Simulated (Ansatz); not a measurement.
## LaAlO3: H interstitial (started 1.62 Å from the nearest host atom)

Base system: a 10-atom supercell of LaAlO3 (space group R-3c, No. 167; a = 5.4131 Å, c = 13.1935 Å (hexagonal axes)) at its relaxed geometry.

One thing is altered: a neutral H interstitial (started 1.62 Å from the nearest host atom), atoms relaxed at fixed cell, starting from a slightly rattled geometry.

Level of theory: Ansatz (a quantum-chemistry and plane-wave program), PBE, PAW, cutoff 420 eV, no spin-orbit coupling. Γ-centred 6×6×6 mesh, Fermi–Dirac width 0.01 eV.

The pressure goes from zero to 6.9 GPa and the final site of the added atom amounts to 1 O at 1.18 Å and 2 La at 2.16 Å (trigonal planar).

Other magnetic orders, which the real material may have, were not ruled out. The cell is small, so the values are those of an ordered compound at a high defect concentration; dilute-limit values will differ. A case with no gap was solved on a k-mesh chosen for an insulator, which is coarse for it. The defect cell is spin-polarised and ends with 0.3 μB, a fractional moment that hangs on the mesh and smearing.
